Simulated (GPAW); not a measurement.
# CoO (P-6m2) in GPAW: further runs, part 2 of 3

GPAW 26.7.0.

## (3) Relaxation of cell and atoms, LDA, collinear spin, ferromagnetic start

run.py reads:

```python
from ase import Atoms
from ase.filters import FrechetCellFilter
from ase.io import write
from ase.optimize import BFGS
from gpaw import GPAW, PW

atoms = Atoms(['Co', 'O'],
              cell=[[2.8284514434, 0.0, 0.0],
                    [-1.4142257217, 2.4495108034, 0.0],
                    [0.0, 0.0, 2.72172]],
              scaled_positions=[[0.0, 0.0, 0.5],
                                [0.6666666667, 0.3333333333, 0.0]],
              pbc=True)
atoms.set_initial_magnetic_moments([2.0, 0.0])

calc = GPAW(mode=PW(800),
            xc='LDA',
            kpts={'size': (8, 8, 7), 'gamma': True},
            occupations={'name': 'fermi-dirac', 'width': 0.05},
            nbands=17,
            convergence={'density': 1e-05, 'forces': 0.0001},
            maxiter=150,
            txt='gpaw.txt')
atoms.calc = calc
opt = BFGS(FrechetCellFilter(atoms), trajectory='relax.traj', logfile='-')
done = opt.run(fmax=0.02, steps=60)
calc.write('gs.gpw')
write('result.traj', atoms)
print('Converged:', done)
print('Cell:', atoms.cell.cellpar().round(4))
print('Volume:', round(atoms.get_volume(), 4))
print(atoms.get_scaled_positions().round(5))
```

Potentials or basis: the program's PAW data sets (release 1.2.1) made for this functional, pw.

Command:

```console
$ OMP_NUM_THREADS=1 python run.py
```

gpaw.txt:

```text
__  _  _
 | _ |_)|_||  |
 |__||  | ||/\| - 26.7.0

Input parameters:
  mode=PW(ecut=800.0),
  convergence={'density': 1e-05, 'forces': 0.0001},
  kpts=MonkhorstPack(size=(8, 8, 7), gamma=True),
  maxiter=150,
  nbands=17,
  occupations=Occupations(name='fermi-dirac', width=0.05),
  xc=XC(name='LDA')

Diagonalizing LCAO Hamiltonian
Converting LCAO to pw mode

       Co

           O

Atoms  # Å, Bohr magnetons
|   | symbol |        x |        y |        z |    initial magnetic moments |
|---|--------|----------|----------|----------|-----------------------------|
| 0 |     Co | 0.000000 | 0.000000 | 1.360860 | ( 0.0000,  0.0000,  2.0000) |
| 1 |      O | 1.414226 | 0.816504 | 0.000000 | ( 0.0000,  0.0000,  0.0000) |

Unit cell  # Å
| periodic |         x |        y |        z |  lengths |     angles |
|----------|-----------|----------|----------|----------|------------|
|      yes |  2.828451 | 0.000000 | 0.000000 | 2.828451 |  90.000000 |
|      yes | -1.414226 | 2.449511 | 0.000000 | 2.828451 |  90.000000 |
|      yes |  0.000000 | 0.000000 | 2.721720 | 2.721720 | 120.000000 |

Number of symmetries: 12
Symmetry operations  # r_c * U_cc + t_c -> r_c
|    | kind |            matrix            |
|----|------|------------------------------|
|  0 |  σ   |  1, 1, 0,  0,-1, 0,  0, 0, 1 |
|  1 |  C2  |  1, 1, 0,  0,-1, 0,  0, 0,-1 |
|  2 |  E   |  1, 0, 0,  0, 1, 0,  0, 0, 1 |
|  3 |  σ   |  1, 0, 0,  0, 1, 0,  0, 0,-1 |
|  4 |  C3  |  0, 1, 0, -1,-1, 0,  0, 0, 1 |
|  5 |  S3  |  0, 1, 0, -1,-1, 0,  0, 0,-1 |
|  6 |  σ   |  0,-1, 0, -1, 0, 0,  0, 0, 1 |
|  7 |  C2  |  0,-1, 0, -1, 0, 0,  0, 0,-1 |
|  8 |  σ   | -1, 0, 0,  1, 1, 0,  0, 0, 1 |
[... 205 lines left out ...]
Stress tensor  # eV/Ang^3
|        x |        y |        z |
|----------|----------|----------|
| 0.099464 | 0.000000 | 0.000000 |
| 0.000000 | 0.099464 | 0.000000 |
| 0.000000 | 0.000000 | 0.115582 |

Forces  # eV/Ang
|        x |        y |       z |
|----------|----------|---------|
|  0.00000 | -0.00000 | 0.00000 |  # Co   0
| -0.00000 |  0.00000 | 0.00000 |  # O    1

Interpolating wave functions to new cell

       Co

           O

Atoms  # Å, Bohr magnetons
|   | symbol |        x |         y |        z |    initial magnetic moments |
|---|--------|----------|-----------|----------|-----------------------------|
| 0 |     Co | 0.000000 | -0.000000 | 1.350308 | ( 0.0000,  0.0000,  2.4949) |
| 1 |      O | 1.404784 |  0.811052 | 0.000000 | ( 0.0000,  0.0000,  0.3271) |

Unit cell  # Å
| periodic |         x |         y |        z |  lengths |     angles |
|----------|-----------|-----------|----------|----------|------------|
|      yes |  2.809568 | -0.000000 | 0.000000 | 2.809568 |  90.000000 |
|      yes | -1.404784 |  2.433157 | 0.000000 | 2.809568 |  90.000000 |
|      yes |  0.000000 |  0.000000 | 2.700616 | 2.700616 | 120.000000 |

Number of symmetries: 12
Symmetry operations  # r_c * U_cc + t_c -> r_c
|    | kind |            matrix            |
|----|------|------------------------------|
|  0 |  σ   |  1, 1, 0,  0,-1, 0,  0, 0, 1 |
|  1 |  C2  |  1, 1, 0,  0,-1, 0,  0, 0,-1 |
|  2 |  E   |  1, 0, 0,  0, 1, 0,  0, 0, 1 |
|  3 |  σ   |  1, 0, 0,  0, 1, 0,  0, 0,-1 |
|  4 |  C3  |  0, 1, 0, -1,-1, 0,  0, 0, 1 |
|  5 |  S3  |  0, 1, 0, -1,-1, 0,  0, 0,-1 |
|  6 |  σ   |  0,-1, 0, -1, 0, 0,  0, 0, 1 |
|  7 |  C2  |  0,-1, 0, -1, 0, 0,  0, 0,-1 |
|  8 |  σ   | -1, 0, 0,  1, 1, 0,  0, 0, 1 |
[... 199 lines left out ...]
No gap
No difference between direct/indirect transitions

Stress tensor  # eV/Ang^3
|        x |         y |        z |
|----------|-----------|----------|
| 0.078197 | -0.000000 | 0.000000 |
| 0.000000 |  0.078197 | 0.000000 |
| 0.000000 |  0.000000 | 0.085859 |

Forces  # eV/Ang
|        x |       y |       z |
|----------|---------|---------|
| -0.00000 | 0.00000 | 0.00000 |  # Co   0
| -0.00000 | 0.00000 | 0.00000 |  # O    1
[... 5 lines left out ...]
           O

Atoms  # Å, Bohr magnetons
|   | symbol |        x |        y |         z |    initial magnetic moments |
|---|--------|----------|----------|-----------|-----------------------------|
| 0 |     Co | 0.000000 | 0.000000 |  1.319688 | ( 0.0000,  0.0000,  2.4928) |
| 1 |      O | 1.375745 | 0.794287 | -0.000000 | ( 0.0000,  0.0000,  0.3301) |

Unit cell  # Å
| periodic |         x |        y |        z |  lengths |     angles |
|----------|-----------|----------|----------|----------|------------|
|      yes |  2.751491 | 0.000000 | 0.000000 | 2.751491 |  90.000000 |
|      yes | -1.375745 | 2.382861 | 0.000000 | 2.751491 |  90.000000 |
|      yes |  0.000000 | 0.000000 | 2.639375 | 2.639375 | 120.000000 |

Number of symmetries: 12
Symmetry operations  # r_c * U_cc + t_c -> r_c
|    | kind |            matrix            |
|----|------|------------------------------|
|  0 |  σ   |  1, 1, 0,  0,-1, 0,  0, 0, 1 |
|  1 |  C2  |  1, 1, 0,  0,-1, 0,  0, 0,-1 |
|  2 |  E   |  1, 0, 0,  0, 1, 0,  0, 0, 1 |
|  3 |  σ   |  1, 0, 0,  0, 1, 0,  0, 0,-1 |
|  4 |  C3  |  0, 1, 0, -1,-1, 0,  0, 0, 1 |
|  5 |  S3  |  0, 1, 0, -1,-1, 0,  0, 0,-1 |
|  6 |  σ   |  0,-1, 0, -1, 0, 0,  0, 0, 1 |
|  7 |  C2  |  0,-1, 0, -1, 0, 0,  0, 0,-1 |
|  8 |  σ   | -1, 0, 0,  1, 1, 0,  0, 0, 1 |
[... 200 lines left out ...]
No gap
No difference between direct/indirect transitions

Stress tensor  # eV/Ang^3
|         x |         y |         z |
|-----------|-----------|-----------|
| -0.001552 |  0.000000 |  0.000000 |
| -0.000000 | -0.001552 |  0.000000 |
|  0.000000 |  0.000000 | -0.021713 |

Forces  # eV/Ang
|        x |        y |       z |
|----------|----------|---------|
|  0.00000 |  0.00000 | 0.00000 |  # Co   0
| -0.00000 | -0.00000 | 0.00000 |  # O    1

Interpolating wave functions to new cell

       Co

           O

Atoms  # Å, Bohr magnetons
|   | symbol |        x |        y |         z |    initial magnetic moments |
|---|--------|----------|----------|-----------|-----------------------------|
| 0 |     Co | 0.000000 | 0.000000 |  1.323317 | ( 0.0000,  0.0000,  2.4641) |
| 1 |      O | 1.377784 | 0.795464 | -0.000000 | ( 0.0000,  0.0000,  0.3343) |

Unit cell  # Å
| periodic |         x |         y |         z |  lengths |     angles |
|----------|-----------|-----------|-----------|----------|------------|
|      yes |  2.755567 | -0.000000 | -0.000000 | 2.755567 |  90.000000 |
|      yes | -1.377784 |  2.386391 |  0.000000 | 2.755567 |  90.000000 |
|      yes |  0.000000 |  0.000000 |  2.646635 | 2.646635 | 120.000000 |
[... 212 lines left out ...]
No gap
No difference between direct/indirect transitions

Stress tensor  # eV/Ang^3
|         x |         y |         z |
|-----------|-----------|-----------|
|  0.005969 | -0.000000 |  0.000000 |
| -0.000000 |  0.005969 |  0.000000 |
|  0.000000 |  0.000000 | -0.010035 |

Forces  # eV/Ang
|       x |       y |       z |
|---------|---------|---------|
| 0.00000 | 0.00000 | 0.00000 |  # Co   0
| 0.00000 | 0.00000 | 0.00000 |  # O    1

Interpolating wave functions to new cell

       Co
[... 226 lines left out ...]
No gap
No difference between direct/indirect transitions

Stress tensor  # eV/Ang^3
|         x |        y |         z |
|-----------|----------|-----------|
|  0.006565 | 0.000000 |  0.000000 |
| -0.000000 | 0.006565 |  0.000000 |
|  0.000000 | 0.000000 | -0.007067 |

Forces  # eV/Ang
|        x |       y |       z |
|----------|---------|---------|
| -0.00000 | 0.00000 | 0.00000 |  # Co   0
|  0.00000 | 0.00000 | 0.00000 |  # O    1
[... 231 lines left out ...]
No gap
No difference between direct/indirect transitions

Stress tensor  # eV/Ang^3
|         x |        y |        z |
|-----------|----------|----------|
|  0.004576 | 0.000000 | 0.000000 |
| -0.000000 | 0.004576 | 0.000000 |
|  0.000000 | 0.000000 | 0.001677 |

Forces  # eV/Ang
|       x |        y |       z |
|---------|----------|---------|
| 0.00000 | -0.00000 | 0.00000 |  # Co   0
| 0.00000 |  0.00000 | 0.00000 |  # O    1

Interpolating wave functions to new cell

       Co
[... 237 lines left out ...]
Forces  # eV/Ang
|        x |       y |       z |
|----------|---------|---------|
| -0.00000 | 0.00000 | 0.00000 |  # Co   0
|  0.00000 | 0.00000 | 0.00000 |  # O    1

# Writing to gs.gpw (mode='')
```

Run time: 2.8 min. Hardware: 1 thread of Arm Neoverse V1, shared host; peak memory 0.27 GiB.

Results:

| Item | Value |
| --- | --- |
| Free energy | -16.2939 eV |
| Relaxed volume | 8.69 Å³/atom |
| Relaxed cell | a = 2.744 Å, b = 2.744 Å, c = 2.666 Å, α = 90.00°, β = 90.00°, γ = 120.00° |
| Space group after relaxing (to 0.05 Å) | P-6m2 (No. 187) |
| Energy gained by relaxing | 40.1 meV/atom |
| Ionic steps | 7 |
| Pressure after relaxing | -0.2 GPa |
| Band gap on the k mesh | none (metal or under the smearing width) |
| Net moment | 2.98 μB per cell |
| Site moments | Co +2.47; O +0.34 μB |

The path:
| step | energy change (eV) | largest force (eV/Å) | pressure (GPa) | volume (Å³) |
| --- | --- | --- | --- | --- |
| 1 | 0.0000 | 0.0000 | -16.80 | 18.86 |
| 2 | -0.0364 | 0.0000 | -12.94 | 18.46 |
| 3 | -0.0780 | 0.0000 | 1.33 | 17.30 |
| 4 | -0.0791 | 0.0000 | -0.10 | 17.40 |
| 5 | -0.0794 | 0.0000 | -0.32 | 17.42 |
| 6 | -0.0801 | 0.0000 | -0.58 | 17.41 |
| 7 | -0.0801 | 0.0000 | -0.25 | 17.38 |

Final structure:
```yaml
crystal:
  lattice:
    - [2.74371, 0.00000, 0.00000]
    - [-1.37185, 2.37612, 0.00000]
    - [0.00000, 0.00000, 2.66590]
  atoms:
    - { symbol: Co, position: [0.00000, 0.00000, 0.50000] }
    - { symbol: O, position: [0.66667, 0.33333, 0.00000] }
```

Levels at points of the mesh, in eV from the Fermi level:
Spin up:
```
           k point  band 7  band 8  band 9  band 10  band 11  band 12
(0.00, 0.00, 0.00)   -2.68   -0.96   -0.96     1.05    14.71    16.68
(0.50, 0.50, 0.00)   -1.99   -1.94   -0.42     5.75     9.27    15.06
```
Spin down:
```
           k point  band 4  band 5  band 6  band 7  band 8  band 9
(0.00, 0.00, 0.00)   -3.49   -2.93    0.00    0.00    0.87    0.87
(0.50, 0.50, 0.00)   -3.75   -2.57   -0.22    0.31    0.42    1.66
```

Caveat: each step starts from the last one's moments, so a moment once lost doesn't come back; later steps reuse the first step's grids; a cell with one magnetic atom can't hold antiferromagnetic order, which such compounds often take; semilocal functionals often make such compounds metallic where correlation or magnetic order opens a gap, which also shifts bond lengths. With open d or f shells a metallic result of LDA can be an artefact of self-interaction; +U or a hybrid may open a gap.

## (4) Relaxation of cell and atoms, PBE, collinear spin, ferromagnetic start

run.py: that of step 3 with these lines changed.

```diff
@@ -16,3 +16,3 @@
 calc = GPAW(mode=PW(800),
-            xc='LDA',
+            xc='PBE',
             kpts={'size': (8, 8, 7), 'gamma': True},
```

Potentials or basis: GPAW PAW data sets (gpaw-data 1.2.1), pw.

Command:

```console
$ OMP_NUM_THREADS=1 python run.py
```

Run time: 61 s. Hardware: 1 thread of Arm Neoverse V2, shared host; peak memory 0.22 GiB.

Results (log left out):

- Free energy: -14.3711 eV
- Relaxed volume: 9.45 Å³/atom
- Relaxed cell: a = 2.831 Å, b = 2.831 Å, c = 2.725 Å, α = 90.00°, β = 90.00°, γ = 120.00°
- Space group after relaxing (to 0.05 Å): P-6m2 (No. 187)
- Energy gained by relaxing: 0.1 meV/atom
- Ionic steps: 3
- Pressure after relaxing: 0.0 GPa
- Band gap on the k mesh: none (metal or under the smearing width)
- Net moment: 3.00 μB per cell
- Site moments: Co +2.54; O +0.31 μB

Step by step:
```tsv
step	energy change (eV)	largest force (eV/Å)	pressure (GPa)	volume (Å³)
1	0.0000	0.0000	0.53	18.86
2	0.0000	0.0000	0.39	18.87
3	-0.0002	0.0000	0.00	18.91
```

Final structure:
```
Co O
1.0
     2.83054    0.00000    0.00000
    -1.41527    2.45132    0.00000
     0.00000    0.00000    2.72478
Co O
1 1
Cartesian
  0.0000 0.0000 1.3624
  1.4153 0.8171 0.0000
```

Levels at points of the mesh, in eV from the Fermi level:
Spin up:
```csv
k point,band 6,band 7,band 8,band 9,band 10,band 11,band 12,band 13
"(0.00, 0.00, 0.00)",-2.94,-2.94,-1.06,-1.06,0.55,14.54,15.97,15.97
"(0.50, 0.50, 0.00)",-3.08,-2.11,-2.09,-0.68,5.43,8.53,14.73,16.90
```
Spin down:
| k point | band 2 | band 3 | band 4 | band 5 | band 6 | band 7 | band 8 | band 9 | band 10 | band 11 |
| --- | --- | --- | --- | --- | --- | --- | --- | --- | --- | --- |
| (0.00, 0.00, 0.00) | -3.77 | -3.77 | -3.11 | -2.70 | 0.28 | 0.28 | 0.79 | 0.79 | 1.16 | 14.97 |
| (0.50, 0.50, 0.00) | -7.65 | -3.94 | -3.44 | -2.31 | 0.09 | 0.14 | 0.36 | 1.67 | 5.85 | 9.42 |

Caveat: each step starts from the last one's moments, so a moment once lost doesn't come back; later steps reuse the first step's grids; a cell with one magnetic atom can't hold antiferromagnetic order, which such compounds often take; semilocal functionals often make such compounds metallic where correlation or magnetic order opens a gap, which also shifts bond lengths. With open d or f shells a metallic result of PBE can be an artefact of self-interaction; +U or a hybrid may open a gap.

(Part 2 of 3 ends here.)
